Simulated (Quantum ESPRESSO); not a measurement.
In under changes of volume

One of the cells (26.540 Å³/atom); the others are scaled copies at fixed shape and fractional positions:

```
In
1.0
     3.33548    0.00000    0.00000
    -1.66774    2.88861    0.00000
     0.00000    0.00000    5.50914
In
2
Direct
  0.66667 0.33333 0.75000
  0.33333 0.66667 0.25000
```

This isn't the form of In at room conditions, which is tetragonal.

- Program: Quantum ESPRESSO 7.5
- Functional: PBE
- Potentials or basis: SSSP 1.3 efficiency PBE
- Cutoff: 748 eV
- Density cutoff: 5987 eV
- k mesh: 9 × 9 × 5
- Occupations: fermi-dirac, width 0.05 eV
- Spin: no spin polarisation

```csv
volume (Å³/atom),energy over the lowest point (meV/atom),pressure (GPa)
24.948,32.81,4.5
25.478,19.92,3.3
26.009,10.62,2.3
26.540,4.50,1.4
27.071,1.12,0.7
27.602,0.00,0.0
28.133,?,?
```

What does the run at 28.133 Å³/atom give?

Energy over the lowest point 0.77 meV/atom; pressure -0.5 GPa.

Worked out: A Birch-Murnaghan fit of order 3 (a polynomial in V^(-2/3)) to the other rows has its minimum at 27.62 Å³/atom, just outside them, with B0 = V·E''(V) = 31 GPa and B' = 7.3 at fixed shape and positions, which overstates the stiffness. It gives 0.89 meV/atom at 28.133 Å³/atom, against the run's 0.77, and -dE/dV = -0.5 GPa, against -0.5.

Energies are extrapolated to zero smearing.
